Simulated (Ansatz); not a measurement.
**What tensor shear ε_xz = −1.57 % does to Ti3SiC2**

Consider Ti₃SiC₂ (space group P6_3/mmc, No. 194; a = 3.073 Å, c = 17.723 Å). Axes: x lies along a and z along c of the hexagonal cell.

Now apply this change: a pure shear with ε_xz = ε_zx = -0.0157, atoms relaxed at fixed cell.

Method: plane-wave PAW DFT at the PBE level (Ansatz, a quantum-chemistry and plane-wave program, 420 eV), no spin-orbit coupling. Γ-centred 14×14×3 mesh, Fermi–Dirac width 0.05 eV.

* **Volume per atom**: 12.07 Å³ (base 12.08 Å³)
* **Space group**: C2/c (No. 15) (base P6_3/mmc (No. 194))
* **Energy relative to the base (free energy F)**: +5.8 meV/atom
* **Pressure (mean of the normal stresses, compression positive)**: 0.3 GPa (base 0.0 GPa)
* **Band gap**: zero (base zero)
* **Largest internal atomic displacement**: 0.026 Å
* **Stress (xx, yy, zz, yz, xz, xy; compression positive)**: (0.2, 0.1, 0.4, 0.0, 4.8, 0.0) GPa (rough)

Without a gap, meshes like the base's 14×14×3 leave anisotropic stresses uncertain by several tenths of a GPa, and small strain energies with them. The cells carry an imposed strain or load. No phonon test of stability was made. All final runs are without spin polarisation.
